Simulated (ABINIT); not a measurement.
# CdTe (F-43m) in ABINIT: convergence with cutoff

Aim: find how far cutoff must go before the results for CdTe settle, at RPBE. This setting moves, with any that are tied to it; all else stays.

Program: ABINIT 10.8.3 (patched build). These are calculated values, not measurements. Logs are shortened: lines on timing, memory, paths and dates and some standing lists are left out, and cuts for length are marked. The log counts tension as positive stress, the text compression.

**1. The structure**

The structure is cubic, space group F-43m (No. 216). Conventional cell: a = 6.410 Å, b = 6.410 Å, c = 6.410 Å, α = 90.00°, β = 90.00°, γ = 90.00°. Te (site symmetry -43m) is surrounded by 4 Cd at 2.78 Å. Around Cd (site symmetry -43m) lie 4 Te at 2.78 Å.

**2. With cutoff 9 Ha**

Contents of run.abi:

```
# Pseudopotentials
pp_dirpath "./"
pseudos "Te.GGA_PBE-JTH.xml, Cd.GGA_PBE-JTH.xml"

# Structure
acell 8.5652865883 8.5652865883 8.5652865883
rprim
     0.0000000000     0.7071067812     0.7071067812
     0.7071067812     0.0000000000     0.7071067812
     0.7071067812     0.7071067812     0.0000000000
ntypat 2
znucl 52 48
natom 2
typat 1 2
xred
     0.7500000000     0.7500000000     0.7500000000
     0.0000000000     0.0000000000     0.0000000000

# Plane-wave basis
ecut 244.902476 eV
pawecutdg 57.2
pawxcdev 0

# k points
kptopt 1
ngkpt 7 7 7
nshiftk 1
shiftk 0.0 0.0 0.0

# Exchange and correlation
ixc 15

# Bands and occupations
nband 13
occopt 7
tsmear 0.00367493

# SCF cycle
nstep 100
tolvrs 1.0e-9

# Output
iomode 3
prtwf 0
prtden 0
prteig 0
prtebands 0
enunit 2
```

Potentials or basis: JTH PAW PBE v2.0.

Launch:

```console
> abinit run.abi > log 2>&1
```

run.abo:

```text
.Version 10.8.3 of ABINIT
 Symmetries : space group F-4 3 m (#216); Bravais cF (face-center cubic)
================================================================================
 Values of the parameters that define the memory need of the present run
     intxc =       0    ionmov =       0      iscf =      17    lmnmax =      18
     lnmax =       6     mgfft =      24  mpssoang =       3    mqgrid =    3001
     natom =       2  nloc_mem =       2    nspden =       1   nspinor =       1
    nsppol =       1      nsym =      24    n1xccc =       1    ntypat =       2
    occopt =       7   xclevel =       2
       mpw =         583          nfft =       13824          nkpt =          20
 PAW method is used; the additional fine FFT grid is defined by:
   mgfftf=        60    nfftf =    216000
================================================================================
================================================================================

--------------------------------------------------------------------------------
------------- Echo of variables that govern the present computation ------------
--------------------------------------------------------------------------------
 -outvars: echo values of preprocessed input variables --------
            acell      8.5652865883E+00  8.5652865883E+00  8.5652865883E+00 Bohr
              amu      1.27600000E+02  1.12411000E+02
             ecut      8.99999999E+00 Hartree
           enunit           2
              ixc          15
         kptrlatt        7    0    0      0    7    0      0    0    7
          kptrlen      5.99570061E+01
            natom           2
            nband          13
            ngfft          24      24      24
          ngfftdg          60      60      60
             nkpt          20
            nstep         100
             nsym          24
           ntypat           2
           occopt           7
        pawecutdg      5.72000000E+01 Hartree
         pawxcdev           0
           prtden           0
        prtebands           0
           prteig           0
            prtwf           0
            rprim      0.0000000000E+00  7.0710678120E-01  7.0710678120E-01
                       7.0710678120E-01  0.0000000000E+00  7.0710678120E-01
                       7.0710678120E-01  7.0710678120E-01  0.0000000000E+00
          spgroup         216
           tolvrs      1.00000000E-09
           tsmear      3.67493000E-03 Hartree
            typat      1  2
           useylm           1
           xangst      4.8074999968E+00  4.8074999968E+00  4.8074999968E+00
                       0.0000000000E+00  0.0000000000E+00  0.0000000000E+00
            xcart      9.0848583443E+00  9.0848583443E+00  9.0848583443E+00
                       0.0000000000E+00  0.0000000000E+00  0.0000000000E+00
             xred      7.5000000000E-01  7.5000000000E-01  7.5000000000E-01
                       0.0000000000E+00  0.0000000000E+00  0.0000000000E+00
            znucl       52.00000   48.00000

================================================================================

[... 130 lines left out ...]

 cartesian coordinates (angstrom) at end:
    1      4.80749999680422     4.80749999680422     4.80749999680422
    2      0.00000000000000     0.00000000000000     0.00000000000000

 cartesian forces (hartree/bohr) at end:
    1      0.00000000000000     0.00000000000000     0.00000000000000
    2      0.00000000000000     0.00000000000000     0.00000000000000
 frms,max,avg= 0.0000000E+00 0.0000000E+00   0.000E+00  0.000E+00  0.000E+00 h/b

 cartesian forces (eV/Angstrom) at end:
    1      0.00000000000000     0.00000000000000     0.00000000000000
    2      0.00000000000000     0.00000000000000     0.00000000000000
 frms,max,avg= 0.0000000E+00 0.0000000E+00   0.000E+00  0.000E+00  0.000E+00 e/A
 length scales=  8.565286588300  8.565286588300  8.565286588300 bohr
              =  4.532554464307  4.532554464307  4.532554464307 angstroms
 Fermi (or HOMO) energy (hartree) =  -0.06901   Average Vxc (hartree)=  -0.30604
 Eigenvalues (hartree) for nkpt=  20  k points:
 kpt#   1, nband= 13, wtk=  0.00292, kpt=  0.0000  0.0000  0.0000 (reduced coord)
  -0.50516   -0.39960   -0.39960   -0.39960   -0.38924   -0.38924   -0.08955   -0.08955
  -0.08955   -0.05086    0.08336    0.08336    0.08336
      occupation numbers for kpt#   1
   2.00000    2.00000    2.00000    2.00000    2.00000    2.00000    2.00000    2.00000
   2.00000    0.00000    0.00000    0.00000    0.00000
 prteigrs : prtvol=0 or 1, do not print more k-points.

 Fermi (or HOMO) energy (eV) =  -1.87782   Average Vxc (eV)=  -8.32781
 Eigenvalues (   eV  ) for nkpt=  20  k points:
 kpt#   1, nband= 13, wtk=  0.00292, kpt=  0.0000  0.0000  0.0000 (reduced coord)
 -13.74623  -10.87355  -10.87355  -10.87355  -10.59169  -10.59169   -2.43686   -2.43686
  -2.43686   -1.38396    2.26826    2.26826    2.26826
 prteigrs : prtvol=0 or 1, do not print more k-points.

--- !EnergyTerms
iteration_state     : {dtset: 1, }
comment             : Components of total free energy in Hartree
kinetic             :  1.56292284144649E+01
hartree             :  1.55393949607075E+01
xc                  : -7.39480007264471E+00
Ewald energy        : -3.88319464119101E+01
psp_core            :  5.50928993381190E+00
local_psp           : -4.57085914082626E+01
PAW spherical_terms : -4.37643610699160E-01
internal            : -5.56950681945323E+01
'-kT*entropy'       : -1.61647706682256E-16
total_energy        : -5.56950681945323E+01
total_energy_eV     : -1.51554001263767E+03
...

--- !EnergyTermsDC
iteration_state     : {dtset: 1, }
comment             : '"Double-counting" decomposition of free energy'
band_energy         : -5.95552976135959E+00
Ewald energy        : -3.88319464119101E+01
psp_core            :  5.50928993381190E+00
xc_dc               : -1.59016459236976E+01
PAW spherical_terms : -5.15232868363974E-01
internal            : -5.56950650315193E+01
'-kT*entropy'       : -1.61647706682256E-16
total_energy_dc     : -5.56950650315193E+01
total_energy_dc_eV  : -1.51553992656770E+03
...

--- !EnergyTermsWithPAWCore
iteration_state     : {dtset: 1, }
comment             : 'Components of total free energy, including PAW core contributions'
Total energy        : -1.23898055673202E+04
Total energy DC     : -1.23898055641572E+04
Total energy (eV)   : -3.37143784804955E+05
Total energy DC (eV): -3.37143784718885E+05
...

 Cartesian components of stress tensor (hartree/bohr^3)
  sigma(1 1)=  1.47570111E-03  sigma(3 2)=  0.00000000E+00
  sigma(2 2)=  1.47570111E-03  sigma(3 1)=  0.00000000E+00
  sigma(3 3)=  1.47570111E-03  sigma(2 1)=  0.00000000E+00

-Cartesian components of stress tensor (GPa)         [Pressure= -4.3417E+01 GPa]
- sigma(1 1)=  4.34166256E+01  sigma(3 2)=  0.00000000E+00
- sigma(2 2)=  4.34166256E+01  sigma(3 1)=  0.00000000E+00
- sigma(3 3)=  4.34166256E+01  sigma(2 1)=  0.00000000E+00

== END DATASET(S) ==============================================================
================================================================================

 -outvars: echo values of variables after computation  --------
            acell      8.5652865883E+00  8.5652865883E+00  8.5652865883E+00 Bohr
           etotal     -5.5695065032E+01
            fcart      0.0000000000E+00  0.0000000000E+00  0.0000000000E+00
                       0.0000000000E+00  0.0000000000E+00  0.0000000000E+00
            rprim      0.0000000000E+00  7.0710678120E-01  7.0710678120E-01
                       7.0710678120E-01  0.0000000000E+00  7.0710678120E-01
                       7.0710678120E-01  7.0710678120E-01  0.0000000000E+00
           strten      1.4757011082E-03  1.4757011082E-03  1.4757011082E-03
                       0.0000000000E+00  0.0000000000E+00  0.0000000000E+00
           xangst      4.8074999968E+00  4.8074999968E+00  4.8074999968E+00
                       0.0000000000E+00  0.0000000000E+00  0.0000000000E+00
             xred      7.5000000000E-01  7.5000000000E-01  7.5000000000E-01
                       0.0000000000E+00  0.0000000000E+00  0.0000000000E+00
 Calculation completed.
```

Run time: 8.8 s. Hardware: 1 thread of Arm Neoverse V2, shared host; peak memory 0.14 GiB.

Results:

```
Free energy                                           : -1515.5399 eV
Band gap on the k mesh                                : 1.05 eV, direct
Valence electrons inside the program's atomic spheres : Te 3.19; Cd 10.49
```

**3. With cutoff 11 Ha**

run.abi: that of step 2 with these lines changed.

```diff
@@ -19,3 +19,3 @@
 # Plane-wave basis
-ecut 244.902476 eV
+ecut 299.325249 eV
 pawecutdg 57.2
```

Potentials or basis: JTH PAW PBE v2.0.

Launch:

```console
> abinit run.abi > log 2>&1
```

Run time: 11 s. Hardware: 1 thread of Arm Neoverse V2, shared host; peak memory 0.14 GiB.

The run converged. Its results:

```yaml
Free_energy: -1518.6521 eV
Band_gap_on_the_k_mesh: 1.04 eV, direct
Valence_electrons_inside_the_program's_atomic_spheres: Te 3.19; Cd 10.49
```

**4. With cutoff 13 Ha**

run.abi: that of step 3 with these lines changed.

```diff
@@ -19,3 +19,3 @@
 # Plane-wave basis
-ecut 299.325249 eV
+ecut 353.748021 eV
 pawecutdg 57.2
```

Launch:

```console
> abinit run.abi > log 2>&1
```

It took 13 s on 1 thread of Arm Neoverse V2, shared host; peak memory 0.15 GiB.

Results (log left out):

```
Free energy                                           : -1519.0223 eV
Band gap on the k mesh                                : 1.03 eV, direct
Valence electrons inside the program's atomic spheres : Te 3.19; Cd 10.49
```

**5. With cutoff 15.5 Ha**

run.abi: that of step 4 with these lines changed.

```diff
@@ -19,3 +19,3 @@
 # Plane-wave basis
-ecut 353.748021 eV
+ecut 421.776487 eV
 pawecutdg 57.2
```

Launch:

```console
> abinit run.abi > log 2>&1
```

It took 24 s on 1 thread of Arm Neoverse V2, shared host; peak memory 0.15 GiB.

Results (log left out):

```
Free energy                                           : -1519.0369 eV
Band gap on the k mesh                                : 1.03 eV, direct
Valence electrons inside the program's atomic spheres : Te 3.19; Cd 10.49
```

**6. With cutoff 18.5 Ha**

run.abi: that of step 5 with these lines changed.

```diff
@@ -19,3 +19,3 @@
 # Plane-wave basis
-ecut 421.776487 eV
+ecut 503.410646 eV
 pawecutdg 57.2
```

Potentials or basis: JTH PAW PBE v2.0.

Launch:

```console
> abinit run.abi > log 2>&1
```

It took 23 s on 1 thread of Arm Neoverse V2, shared host; peak memory 0.16 GiB.

The run converged. Its results:

```yaml
Free_energy: -1519.0653 eV
Band_gap_on_the_k_mesh: 1.03 eV, direct
Valence_electrons_inside_the_program's_atomic_spheres: Te 3.19; Cd 10.49
```

**7. With cutoff 22 Ha**

run.abi: that of step 6 with these lines changed.

```diff
@@ -19,3 +19,3 @@
 # Plane-wave basis
-ecut 503.410646 eV
+ecut 598.650497 eV
 pawecutdg 57.2
```

Launch:

```console
> abinit run.abi > log 2>&1
```

Wall time 27 s (1 thread of Arm Neoverse V2, shared host); peak memory 0.17 GiB.

The run converged. Its results:

| Property | Result |
| --- | --- |
| Free energy | -1519.0721 eV |
| Pressure | 6.1 GPa |
| Band gap on the k mesh | 1.03 eV, direct |
| Valence electrons inside the program's atomic spheres | Te 3.19; Cd 10.49 |

**8. With cutoff 25.5 Ha**

run.abi: that of step 7 with these lines changed.

```diff
@@ -19,3 +19,3 @@
 # Plane-wave basis
-ecut 598.650497 eV
+ecut 693.890349 eV
 pawecutdg 57.2
```

Launch:

```console
> abinit run.abi > log 2>&1
```

It took 31 s on 1 thread of Arm Neoverse V2, shared host; peak memory 0.17 GiB.

It converged, with:

* Free energy: -1519.0793 eV
* Pressure: 5.9 GPa
* Band gap on the k mesh: 1.03 eV, direct
* Valence electrons inside the program's atomic spheres: Te 3.19; Cd 10.49

**9. With cutoff 29.5 Ha**

run.abi: that of step 8 with these lines changed.

```diff
@@ -19,3 +19,3 @@
 # Plane-wave basis
-ecut 693.890349 eV
+ecut 802.735894 eV
 pawecutdg 57.2
```

Potentials or basis: JTH PAW PBE v2.0.

Launch:

```console
> abinit run.abi > log 2>&1
```

Wall time 52 s (1 thread of Arm Neoverse V2, shared host); peak memory 0.19 GiB.

Results (log left out):

```
Free energy                                           : -1519.0911 eV
Pressure                                              : 6.0 GPa
Band gap on the k mesh                                : 1.03 eV, direct
Valence electrons inside the program's atomic spheres : Te 3.19; Cd 10.49
```

**10. With cutoff 35 Ha**

run.abi: that of step 9 with these lines changed.

```diff
@@ -19,3 +19,3 @@
 # Plane-wave basis
-ecut 802.735894 eV
+ecut 952.398519 eV
 pawecutdg 57.2
```

Launch:

```console
> abinit run.abi > log 2>&1
```

It took 56 s on 1 thread of Arm Neoverse V2, shared host; peak memory 0.2 GiB.

It converged, with:

```
Free energy                                           : -1519.0932 eV
Pressure                                              : 6.1 GPa
Band gap on the k mesh                                : 1.03 eV, direct
Valence electrons inside the program's atomic spheres : Te 3.19; Cd 10.49
```

**11. Summary**

```tsv
cutoff	energy less the tightest run, at zero smearing (meV/atom)	gap on the mesh (eV)	SCF cycles	CPU time (s)	peak memory (GiB)
9 Ha	1776.62	1.053	14	8.8	0.14
11 Ha	220.55	1.038	15	11	0.14
13 Ha	35.44	1.026	14	13	0.15
15.5 Ha	28.14	1.025	25	24	0.15
18.5 Ha	13.92	1.027	17	22	0.16
22 Ha	10.52	1.027	16	27	0.17
25.5 Ha	6.93	1.027	17	31	0.17
29.5 Ha	1.03	1.027	21	52	0.19
35 Ha	0.00	1.027	19	56	0.2
```

Against the tightest run, the gap on the mesh stays within 0.01 eV from 13 Ha on. Not settled before the last step: the energy (to 1 meV/atom). The tightest run that finished is the yardstick and may itself not be fully converged.

Caveats: the PAW data sets were made with another functional, which shifts forces and pressure a little; spin-orbit coupling is left out, which moves the levels of the heavy elements.
